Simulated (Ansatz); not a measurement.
Ansatz input file:

```yaml
crystal:
  lattice:
    - [2.6542838887, 0.025539396, 0.0095517341]
    - [-1.3050241786, 2.260361559, -0.0191081793]
    - [0.0158084377, -0.0273900204, 4.3775846493]
  atoms:
    - { symbol: B, position: [0.6207125346, 0.2405905417, 0.9807470637] }
    - { symbol: B, position: [0.3792874654, 0.6198780171, 0.4807470637] }
    - { symbol: "N", position: [0.7551570412, 0.4473442362, 0.6442529363] }
    - { symbol: "N", position: [0.2448429588, 0.692187205, 0.1442529363] }
basis:
  ecutwfc: 420
kpoints:
  mp_grid: { grid: [12, 12, 6] }
hamiltonian:
  xc: pbe
scf:
  occupations: { method: gaussian, width: 0.02 }
output:
  forces: true
  stress: true
  eigenvalues: true
```

Launched with
```bash
ansatz run input.yaml --threads 1 --pin off --max-ram 1331MiB --backend cpu --events-out ev --progress --plain --runs-dir out
```

Theory: Ansatz 0.2.0, DFT PBE, scalar-relativistic, plane waves, PAW.

Part of what the program printed, abridged:

```
Warning: the atoms were moved onto the symmetric positions of the space group found under crystal.symmetry.tolerance 1.0e-5 (fractional; ...
Pseudopotentials: kind: paw
Pseudopotential: B, paw, valence charge 3, recommended cutoff 420 eV (normal)
Pseudopotential: N, paw, valence charge 5, recommended cutoff 420 eV (normal)
Functional definition: PBE
Crystal: 4 atoms, lattice volume = 26.408 Å³
Basis set: ecut = 420 eV, 547 PW (Γ), exchange–correlation on 36×36×60 points (8 copies of the dense FFT grid, shifted against one another)
Bands: 12, of which v1, the nominal top of the filled ones, is band 8 counted from 1 (7 counted from 0)
Symmetry: 2 space group operations
Space group: Cc (ITA 9), of the structure as read, at distance tolerance 3.0e-5 Å
k-points: 242 of 864 (time reversal used)
Initial density: superposition of atomic densities (neutral atoms: chi_scale 0, normalization atom), corrected by the library's trained network
Initial wavefunctions: pseudopotential atomic-orbital guess
Functional: x = pbe(κ = 0.804, μ = 0.21951497), c = pbe(β = 0.06672455)
SCF iter   1: F=—  HF=-1081.879610 eV  |F-HF|=—  |Δ(HF+E_count)|=         —  Δρ=5.46e-3  dr2=4.24e-3  ethr=1.77e-3  ⟨swp⟩=5.1  Hψ=15808  notcnv=0
SCF iter   2: F=—  HF=-1081.880121 eV  |F-HF|=—  |Δ(HF+E_count)|=   5.11e-4  Δρ=2.59e-3  dr2=7.27e-4  ethr=2.65e-5  ⟨swp⟩=2.8  Hψ=7206  notcnv=0
SCF iter   3: F=—  HF=-1081.880423 eV  |F-HF|=—  |Δ(HF+E_count)|=   3.02e-4  Δρ=3.81e-4  dr2=1.97e-5  ethr=4.54e-6  ⟨swp⟩=1.5  Hψ=3725  notcnv=0
SCF iter   4: F=—  HF=-1081.880410 eV  |F-HF|=—  |Δ(HF+E_count)|=   1.30e-5  Δρ=5.73e-5  dr2=2.80e-7  ethr=1.23e-7  ⟨swp⟩=2.8  Hψ=5196  notcnv=0
SCF iter   5: F=-1081.880410 eV  HF=-1081.880410 eV  |F-HF|=9.39e-9  |Δ(HF+E_count)|=   2.90e-7  Δρ=8.84e-6  dr2=6.07e-9  ethr=1.75e-9  ⟨swp⟩=2.6  Hψ=4953  notcnv=0
SCF iter   6: F=-1081.880410 eV  HF=-1081.880410 eV  |F-HF|=1.15e-10  |Δ(HF+E_count)|=   1.02e-8  Δρ=1.21e-6  dr2=1.31e-10  ethr=3.79e-11  ⟨swp⟩=1.4  Hψ=8784  notcnv=0
SCF 1 converged in 6 iterations: F = -1081.880410 eV  dr2 = 1.31e-10
SCF converged after 6 iterations
Free energy (F): -1081.880410 eV
Harris-Foulkes:  -1081.880410 eV  (|F-HF|=1.15e-10)
Internal energy: -1081.880410 eV  (E = F + TS)
E sigma→0 (E₀):  -1081.880410 eV
Fermi energy:    11.835921 eV
--- Per-component energies (eV) ---
  E_band       = 35.823162
  E_kinetic    = 359.564994
  E_local      = -375.432381  (includes V_loc(G=0)·N_el)
  E_nonlocal   = 113.464129
  E_hartree    = 105.164210
  E_xc         = -183.622510
  E_vxc        = -228.142375  (∫ρ·V_xc dr)
  E_paw        = -412.035887  (= ΣΔE_a)
  E_vpaw       = -43.959883  (= ΣTr[D̂ρ^β])
  E_aug_tail   = 0.000193  (compensation charges beyond the density's cutoff)
  E_ewald      = -688.983159
  E_smearing   =  0.000000  (= −TS)
--- Forces (eV/Å), atoms counted from 1 ---
  atom   1  B      0.40937329     3.82529554     1.26232147
  atom   2  B     -3.51748983     1.55811996     1.26232143
  atom   3  N      0.97200227    -3.02775566    -1.26232181
  atom   4  N      2.13611229    -2.35565640    -1.26232180
--- Stress (GPa, compression-positive) ---
      -16.764560     -15.124288      -4.980772
      -15.124288       0.699462       8.626950
       -4.980754       8.626919     -29.289459
  P = ⅓ Tr σ = -15.1182 GPa (-151.182 kbar)
--- Band table (eV; the first three rows and the last of 242) ---
  k-point 0: bands = ["-9.5355", "-5.9727", "-0.5941", "6.4374", "7.7523", "8.2525", "10.8030", "10.8684", "16.4089", "16.7590", "17.1107", "18.3954"]
  k-point 1: bands = ["-9.3867", "-6.4238", "0.0896", "6.2642", "7.7328", "7.9252", "10.7034", "10.8179", "16.1564", "17.1892", "17.4161", "18.1481"]
  k-point 2: bands = ["-8.9472", "-7.3400", "1.6728", "5.3110", "7.5516", "7.6656", "10.6038", "10.7065", "16.0815", "16.9962", "17.7844", "18.4809"]
  k-point 241: bands = ["-5.3971", "-5.3971", "0.1474", "0.1474", "5.3406", "5.3406", "8.8320", "8.8320", "14.0248", "14.0248", "17.2543", "17.2543"]
```

The run converged.